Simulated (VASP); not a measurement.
# Be16H (a cell with a defect) in VASP: further runs, part 2 of 2

VASP 6.6.1.

### 3 Relaxation of the atoms, LDA

INCAR reads:

```
SYSTEM = Be16H
ALGO = Fast ; EDIFF = 1E-7
EDIFFG = -0.03 ; ENCUT = 520
GGA = CA ; IBRION = 2
ISIF = 2 ; ISMEAR = -1
LASPH = .True. ; LCHARG = .False.
LREAL = Auto ; LWAVE = .False.
NELM = 100 ; NSW = 80
PREC = Accurate ; SIGMA = 0.05
```

KPOINTS reads:

```
k-points
0
Gamma
  5 6 4
  0 0 0
```

POSCAR reads:

```
Be16H
1.0
   -2.2900000000     -3.9663960000      0.0000000000
    3.4350000000     -1.9831980000      0.0000000000
    0.0000000000      0.0000000000      7.1768600000
Be H
16 1
Direct
    0.7500000000      0.5000000000      0.0000000000
    0.5000000000      0.3333333000      0.2500000000
    0.7500000000      0.5000000000      0.5000000000
    0.5000000000      0.3333333000      0.7500000000
    0.5000000000      0.0000000000      0.0000000000
    0.2500000000      0.8333333000      0.2500000000
    0.5000000000      0.0000000000      0.5000000000
    0.2500000000      0.8333333000      0.7500000000
    0.2500000000      0.5000000000      0.0000000000
    0.0000000000      0.3333333000      0.2500000000
    0.2500000000      0.5000000000      0.5000000000
    0.0000000000      0.3333333000      0.7500000000
    0.0000000000      0.0000000000      0.0000000000
    0.7500000000      0.8333333000      0.2500000000
    0.0000000000      0.0000000000      0.5000000000
    0.7500000000      0.8333333000      0.7500000000
   -0.0113339000      0.6527892000      0.6260533000
```

Potentials or basis: VASP PAW LDA potentials, release 64 (Be, H).

On the command line:

```bash
cat potpaw_LDA.64/Be/POTCAR potpaw_LDA.64/H/POTCAR > POTCAR
mpirun -np 1 vasp_std > vasp.out
```

OUTCAR:

```text
SYSTEM = Be16H
   EDIFF = 1E-7
   EDIFFG = -0.03
   ENCUT = 520
   GGA = CA
   IBRION = 2
   ISIF = 2
   ISMEAR = -1
   LASPH = .True.
   LREAL = Auto
   NELM = 100
   NSW = 80
   PREC = Accurate

 ion  position               nearest neighbor table
   1  0.750  0.500  0.000-  14 2.23  16 2.23   2 2.23   4 2.23  10 2.23  12 2.23   9 2.29  13 2.29
                             5 2.29   9 2.29  13 2.29   5 2.29
   2  0.500  0.333  0.250-   5 2.23   7 2.23   1 2.23   3 2.23   9 2.23  11 2.23  10 2.29  14 2.29
                             6 2.29  10 2.29  14 2.29   6 2.29
   3  0.750  0.500  0.500-  17 1.54  16 2.23  14 2.23   4 2.23   2 2.23  12 2.23  10 2.23  11 2.29
                            15 2.29   7 2.29  11 2.29  15 2.29   7 2.29
   4  0.500  0.333  0.750-   5 2.23   7 2.23   1 2.23   3 2.23   9 2.23  11 2.23  12 2.29  16 2.29
                             8 2.29  12 2.29  16 2.29   8 2.29
   5  0.500  0.000  0.000-   2 2.23   4 2.23   6 2.23   8 2.23  14 2.23  16 2.23   1 2.29  13 2.29
                             9 2.29  13 2.29   9 2.29   1 2.29
[... 609 lines left out ...]

 E-fermi :   7.1789     XC(G=0): -10.6034

 val. band max:        7.1322158945   @ k =   0.4000   0.3333   0.0000
 cond. band min:       7.2175033821   @ k =   0.0000   0.0000   0.0000
 fundamental gap:      0.0852874876
 Fermi energy:         7.1789337730

 k-point     1 :       0.0000    0.0000    0.0000
  band No.  band energies     occupation
      1      -5.3210      2.00000
      2      -3.1577      2.00000
      3      -2.3103      2.00000
      4      -0.3758      2.00000
      5       0.7867      2.00000
      6       1.3482      2.00000
[... 661 lines left out ...]
     24      10.2268      0.00000
     25      10.5774      0.00000

 [... further k-points ...]

------------------------ aborting loop because EDIFF is reached ----------------------------------------

  FORCE on cell =-STRESS in cart. coord.  units (eV):
  Direction    XX          YY          ZZ          XY          YZ          ZX
  --------------------------------------------------------------------------------------
  -------------------------------------------------------------------------------------
  Total       -3.7797300     -3.7424621     -5.7190715      0.0293516     -0.0034787      0.0033785
  in kB      -46.4488898    -45.9909064    -70.2813484      0.3607000     -0.0427494      0.0415186
  external PRESSURE =     -54.2403815 kB  Pullay stress =       0.0000000 kB
[... 32 lines left out ...]
  FREE ENERGIE OF THE ION-ELECTRON SYSTEM (eV)
  ---------------------------------------------------
  free  energy   TOTEN  =       -69.0268304013 eV

  energy  without entropy=      -69.0141922940  energy(sigma->0) =      -69.02051135

 reached required accuracy - stopping structural energy minimisation
```

OSZICAR:

```text
N       E                     dE             d eps       ncg     rms          rms(c)
DAV:   1     0.298637987869E+02    0.29864E+02   -0.13053E+04  3100   0.111E+03
DAV:   2    -0.650601498365E+02   -0.94924E+02   -0.88244E+02  4079   0.163E+02
DAV:   3    -0.693707198990E+02   -0.43106E+01   -0.41923E+01  4112   0.321E+01
DAV:   4    -0.694156774584E+02   -0.44958E-01   -0.44805E-01  3686   0.314E+00
[... 62 lines left out ...]
DAV:   1    -0.690268441216E+02   -0.40030E-03   -0.16985E-02  3230   0.696E-01    0.359E-02
RMM:   2    -0.690268388125E+02    0.53091E-05   -0.40161E-04  3100   0.111E-01    0.200E-02
RMM:   3    -0.690268305673E+02    0.82452E-05   -0.36093E-05  3106   0.270E-02    0.602E-03
RMM:   4    -0.690268304387E+02    0.12857E-06   -0.37256E-06  3124   0.818E-03    0.156E-03
RMM:   5    -0.690268304013E+02    0.37466E-07   -0.36511E-07  2333   0.280E-03
   8 F= -.69026830E+02 E0= -.69020511E+02  d E =-.386570E-03
```

CONTCAR:

```text
Be16H
   1.00000000000000
    -2.2900000000000000   -3.9663960000000000    0.0000000000000000
     3.4350000000000001   -1.9831980000000000    0.0000000000000000
     0.0000000000000000    0.0000000000000000    7.1768599999999996
  Be              H
    16     1
Direct
     0.7480737612972311    0.4986387647075474    0.9992989226737878
     0.4994275628674544    0.3309664756409000    0.2471072081574491
     0.7420920856574134    0.4946623172342142    0.4968377918913138
     0.4990793129309621    0.3301544478944307    0.7504035529798462
     0.4994772182438557    0.0016933917103307    0.0030479204754372
     0.2509728183068421    0.8336665946042455    0.2508036544480940
[... 9 lines left out ...]
     0.7420941822363912    0.8380966751611579    0.7533288370955724
     0.9971992786573177    0.6623010850011164    0.6244676799261032

  0.00000000E+00  0.00000000E+00  0.00000000E+00
  0.00000000E+00  0.00000000E+00  0.00000000E+00
  0.00000000E+00  0.00000000E+00  0.00000000E+00
  0.00000000E+00  0.00000000E+00  0.00000000E+00
  0.00000000E+00  0.00000000E+00  0.00000000E+00
  0.00000000E+00  0.00000000E+00  0.00000000E+00
[... 9 lines left out ...]
  0.00000000E+00  0.00000000E+00  0.00000000E+00
  0.00000000E+00  0.00000000E+00  0.00000000E+00
```

It took 11 min on 1 thread of AMD EPYC 9R45 (Zen 5), shared host; peak memory 0.23 GiB.

Results:

* Free energy: -69.0268 eV
* Energy gained by relaxing: 4.8 meV/atom
* Ionic steps: 8
* Pressure after relaxing: -5.4 GPa
* Largest force after relaxing: 0.027 eV/Å
* Band gap on the k mesh: none (metal or under the smearing width)

Forces in eV/Å, atoms in the order of the input:
```
Be  -0.005  0.003  0.006
Be  -0.005  0.005 -0.003
Be   0.003  0.003  0.005
Be   0.002 -0.005 -0.003
Be   0.000  0.002  0.003
Be   0.007  0.002 -0.004
Be  -0.010  0.002  0.001
Be   0.002  0.000 -0.010
Be  -0.005  0.006  0.005
Be  -0.010  0.007  0.007
Be  -0.006  0.002  0.006
Be   0.001  0.003 -0.003
Be   0.010 -0.003 -0.008
Be   0.001 -0.003 -0.005
Be   0.012 -0.003  0.004
Be  -0.005  0.006 -0.007
H    0.008 -0.025  0.006
```

Stress tensor (GPa, compression positive):
```
-4.64  0.04  0.00
 0.04 -4.60  0.00
 0.00  0.00 -7.03
```

Step by step:
```tsv
step	energy change (eV)	largest force (eV/Å)	pressure (GPa)
1	0.0000	0.6158	-5.17
2	-0.0633	0.2188	-5.37
3	-0.0754	0.1551	-5.42
4	-0.0793	0.0857	-5.42
5	-0.0808	0.0686	-5.42
6	-0.0815	0.0573	-5.42
7	-0.0819	0.0389	-5.42
8	-0.0823	0.0271	-5.42
```

Final structure:
```yaml
crystal:
  lattice:
    - [-2.29000, -3.96640, 0.00000]
    - [3.43500, -1.98320, 0.00000]
    - [0.00000, 0.00000, 7.17686]
  atoms:
    - { symbol: Be, position: [0.74807, 0.49864, 0.99930] }
    - { symbol: Be, position: [0.49943, 0.33097, 0.24711] }
    - { symbol: Be, position: [0.74209, 0.49466, 0.49684] }
    - { symbol: Be, position: [0.49908, 0.33015, 0.75040] }
    - { symbol: Be, position: [0.49948, 0.00169, 0.00305] }
    - { symbol: Be, position: [0.25097, 0.83367, 0.25080] }
    - { symbol: Be, position: [0.49908, 0.00216, 0.50005] }
    - { symbol: Be, position: [0.25691, 0.83724, 0.75334] }
    - { symbol: Be, position: [0.25089, 0.49864, 0.99935] }
    - { symbol: Be, position: [0.99951, 0.33690, 0.24785] }
    - { symbol: Be, position: [0.25678, 0.49549, 0.49689] }
    - { symbol: Be, position: [0.99976, 0.32290, 0.75311] }
    - { symbol: Be, position: [0.99957, 0.99494, 0.00233] }
    - { symbol: Be, position: [0.74800, 0.83369, 0.25081] }
    - { symbol: Be, position: [0.99975, 0.00731, 0.49703] }
    - { symbol: Be, position: [0.74209, 0.83810, 0.75333] }
    - { symbol: H, position: [0.99720, 0.66230, 0.62447] }
```

Levels at points of the mesh, in eV from the Fermi level:
```tsv
k point	band 13	band 14	band 15	band 16	band 17	band 18	band 19	band 20
(0.00, 0.00, 0.00)	-4.15	-3.66	-0.08	0.04	0.27	0.49	0.84	1.01
(0.00, 0.50, 0.00)	-3.69	-3.67	-2.85	-2.65	0.27	0.49	0.73	0.75
(0.00, 0.00, 0.50)	-2.43	-2.26	-2.11	-2.02	0.44	1.32	1.53	1.67
(0.00, 0.50, 0.50)	-3.86	-3.85	-3.64	-3.58	0.86	1.50	1.55	1.91
```

### 4 Single point, LDA

INCAR reads:

```
PREC = Accurate
ENCUT = 520
EDIFF = 1E-7
ISMEAR = -1
SIGMA = 0.05
LREAL = Auto
LASPH = True
NELM = 100
ALGO = Fast
ISIF = 2
LWAVE = False
LCHARG = False
NBANDS = 30
```

KPOINTS reads:

```
regular mesh
0
Gamma
  5 6 4
```

POSCAR reads:

```
Be16H
1.0
   -2.2900000000     -3.9663960000      0.0000000000
    3.4350000000     -1.9831980000      0.0000000000
    0.0000000000      0.0000000000      7.1768600000
Be H
16 1
Direct
    0.7484228500      0.4987907875      0.0001852750
    0.4997474036      0.3307429821      0.2494812068
    0.7423891697      0.4948540554      0.5027475616
    0.4997682503      0.3311550382      0.7525359510
    0.4997584352      0.0017185471     -0.0033400867
    0.2571225919      0.8375644194      0.2465250562
    0.4997787798      0.0021422537      0.4997421848
    0.2511875522      0.8342102239      0.7489095570
    0.2511218496      0.4987128567      0.0002282001
   -0.0000954145      0.3244062694      0.2464992140
    0.2571754016      0.4951113536      0.5026843433
   -0.0002238779      0.3372808572      0.7516319404
   -0.0002330607     -0.0040910510     -0.0024361849
    0.7423969953      0.8378107549      0.2464484220
   -0.0000708260      0.0088948322      0.5025237515
    0.7483751779      0.8341279213      0.7489321671
   -0.0006783180      0.6672494186      0.3745426807
```

On the command line:

```bash
cat potpaw_LDA.64/Be/POTCAR potpaw_LDA.64/H/POTCAR > POTCAR
mpirun -np 1 vasp_std > vasp.out
```

Run time: 2.7 min. Hardware: 1 thread of AMD EPYC 9R45 (Zen 5), shared host; peak memory 0.25 GiB.

Results (log left out):

- Free energy: -69.0272 eV
- Pressure: -5.4 GPa
- Largest force: 0.007 eV/Å
- Band gap on the k mesh: none (metal or under the smearing width)

Forces on the atoms (eV/Å):
```
Be   0.001 -0.001  0.003
Be  -0.002  0.002 -0.003
Be   0.005 -0.002 -0.004
Be  -0.004  0.003  0.001
Be   0.004 -0.002 -0.002
Be   0.001 -0.003 -0.002
Be   0.003 -0.001  0.003
Be   0.000  0.004  0.002
Be   0.003 -0.002  0.000
Be  -0.003  0.005  0.005
Be   0.000 -0.002 -0.001
Be  -0.004  0.002 -0.002
Be   0.000  0.000 -0.004
Be  -0.001  0.001  0.002
Be   0.004  0.001  0.004
Be  -0.001 -0.003 -0.001
H   -0.005  0.000 -0.002
```

Stress tensor (GPa, compression positive):
```
-4.65  0.05  0.00
 0.05 -4.60  0.00
 0.00  0.00 -7.03
```

Levels at points of the mesh, in eV from the Fermi level:
```tsv
k point	band 13	band 14	band 15	band 16	band 17	band 18	band 19	band 20
(0.00, 0.00, 0.00)	-4.15	-3.66	-0.07	0.03	0.28	0.49	0.84	1.01
(0.00, 0.50, 0.00)	-3.68	-3.67	-2.85	-2.66	0.27	0.49	0.73	0.75
(0.00, 0.00, 0.50)	-2.43	-2.26	-2.11	-2.02	0.44	1.32	1.53	1.68
(0.00, 0.50, 0.50)	-3.86	-3.85	-3.64	-3.58	0.86	1.50	1.55	1.92
```
